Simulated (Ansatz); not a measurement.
Crystal: SiNi.

```
Ni Si
1.0
     2.94277    0.00000    0.00000
     0.00000    3.28033    0.00000
     0.00000    0.00000    4.67745
Ni Si
2 2
Direct
  0.50000 0.50000 0.34250
  0.00000 0.00000 0.65750
  0.50000 0.50000 0.84314
  0.00000 0.00000 0.15686
```

The cell is a database's computed one.

```yaml
Program: Ansatz 0.2.0
Task: relaxation of cell and atoms
Functional: BLYP
Potentials_or_basis: Ansatz PAW
Cutoff: "420 eV (not typed: the program's choice for these potentials)"
k_mesh: 9 × 8 × 6
Occupations: fermi-dirac, width 0.05 eV
Spin: collinear spin, ferromagnetic start
Starting_moments: "[1.0, 1.0, 0.0, 0.0] μB"
```

At the start: volume 11.29 Å³/atom.

Question: How do energy, volume and symmetry change on relaxing?

Answer: It ends after 10 steps and the volume is 12.47 Å³/atom (+10.5 %); space group Pmmn (No. 59, to 0.05 Å); moment 0.00 μB per cell.

The path:
```tsv
step	energy change (eV)	largest force (eV/Å)	volume (Å³)
1	0.0000	0.1403	45.15
2	-0.1755	0.0199	47.50
3	-0.2241	0.0232	49.40
4	-0.2262	0.0316	49.69
5	-0.2272	0.0105	49.81
6	-0.2273	0.0090	49.83
7	-0.2274	0.0023	49.81
8	-0.2317	0.0023	49.81
9	-0.2318	0.0008	49.89
10	-0.2319	0.0008	49.89
```

Final structure:
```
CELL_PARAMETERS angstrom
3.15893 0.00000 0.00000
0.00000 3.34573 0.00000
0.00000 0.00000 4.72054
ATOMIC_POSITIONS crystal
Ni 0.50000 0.50000 0.33720
Ni 0.00000 0.00000 0.66280
Si 0.50000 0.50000 0.83807
Si 0.00000 0.00000 0.16193
```

Caveat: the plane-wave basis is chosen anew once the cell has moved, so the energies of steps on either side of that aren't comparable; the PAW data sets come from PBE, with cores solved anew for the run's functional, which leaves a small shift of forces and pressure; the starting moments weren't kept.
